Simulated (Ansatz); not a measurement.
## Ge: energy from the work of forces and stress

```xyz
4
Lattice="3.9976 0.0000 0.0000 -1.9988 3.4620 0.0000 0.0000 0.0000 6.5994" Properties=species:S:1:pos:R:3 pbc="T T T"
Ge    1.9988    1.1540    0.4151
Ge    0.0000    2.3080    3.7148
Ge    1.9988    1.1540    2.8846
Ge    0.0000    2.3080    6.1843
```

Theory: Ansatz 0.2.0, DFT PBE, scalar-relativistic, plane waves, PAW.

Cutoff 420 eV; k points 12×12×6 on the computed 4-atom cell (Γ-centred); Gaussian smearing, width 0.10 eV; no spin polarisation.

At the start the stress (GPa, compression positive, xx yy zz yz xz xy) is 2.93 2.93 2.86 0.00 0.00 0.00 and the forces (eV/Å) are Ge1 (0.00, 0.00, 0.01); Ge2 (0.00, 0.00, 0.01); Ge3 (0.00, 0.00, -0.01); Ge4 (0.00, 0.00, -0.01). Each variant moves atoms by u and then strains the cell by ε, so an atom ends at (r + u)(1 + ε); shears are tensor components, each standing twice in ε. The starting volume is 91.33 Å³.

Variant 1: strain (xx yy zz yz xz xy, %) -5.74 -1.67 2.19 0.00 0.00 3.53, moves (Å) Ge1 (0.277, -0.160, -0.051); Ge2 (-0.277, 0.160, -0.051); Ge3 (0.114, -0.066, 0.051); Ge4 (-0.114, 0.066, 0.051). There the stress is 10.60 24.12 -1.06 0.00 0.00 11.71 GPa and the forces (eV/Å) are Ge1 (-2.31, 1.33, 2.12); Ge2 (2.31, -1.33, 2.12); Ge3 (-2.17, 1.25, -2.12); Ge4 (2.17, -1.25, -2.12).

Variant 2: strain (xx yy zz yz xz xy, %) 1.75 1.75 -1.25 0.00 0.00 0.00, moves (Å) Ge1 (0.000, 0.000, -0.250); Ge2 (0.000, 0.000, -0.250); Ge3 (0.000, 0.000, 0.250); Ge4 (0.000, 0.000, 0.250). There the stress is 8.46 8.46 -4.72 0.00 0.00 0.00 GPa and the forces (eV/Å) are Ge1 (0.00, 0.00, 1.76); Ge2 (0.00, 0.00, 1.76); Ge3 (0.00, 0.00, -1.76); Ge4 (0.00, 0.00, -1.76).

Variant 3: strain (xx yy zz yz xz xy, %) 2.40 2.40 0.90 0.00 0.00 0.00, moves (Å) Ge1 (0.000, 0.000, -0.250); Ge2 (0.000, 0.000, -0.250); Ge3 (0.000, 0.000, 0.250); Ge4 (0.000, 0.000, 0.250). There the stress is 6.36 6.36 -5.58 0.00 0.00 0.00 GPa and the forces (eV/Å) are Ge1 (0.00, 0.00, 1.70); Ge2 (0.00, 0.00, 1.70); Ge3 (0.00, 0.00, -1.70); Ge4 (0.00, 0.00, -1.70).

Variant 4: strain (xx yy zz yz xz xy, %) -1.51 -1.51 7.49 0.00 0.00 0.00, moves (Å) Ge1 (0.000, 0.000, -0.030); Ge2 (0.000, 0.000, -0.030); Ge3 (0.000, 0.000, 0.030); Ge4 (0.000, 0.000, 0.030). There the stress is 6.17 6.17 -7.32 0.00 0.00 0.00 GPa and the forces (eV/Å) are Ge1 (0.00, 0.00, 0.97); Ge2 (0.00, 0.00, 0.97); Ge3 (0.00, 0.00, -0.97); Ge4 (0.00, 0.00, -0.97).

Estimate each change of free energy from forces and stresses by the trapezoid rule along the path (r + tu)(1 + tε), t from 0 to 1, and compare with the computed change.

The derivative of the energy along the path is −F·u(1 + tε) for the atoms and −V σ(1 + tε)⁻¹ : ε for the cell, with F, σ and V taken at t (σ positive in compression; 1 eV/Å³ = 160.2 GPa). Averaging t = 0 and t = 1 gives, in meV per atom:
```csv
variant,work on atoms,work on cell,sum,computed
1,328.1,26.7,354.9,433.7
2,218.2,-30.3,187.8,323.8
3,215.9,-30.6,185.3,326.4
4,15.8,43.0,58.8,70.8
```

The rule is exact for a quadratic energy surface and overshoots a term ct³ by c/2, so the difference between the last two columns measures the net anharmonic part along the path (terms of opposite sign can cancel, and the finite basis adds a little): 17 to 43 % here. The largest difference belongs to a path far outside the harmonic range.

This form isn't the element's structure at ambient conditions.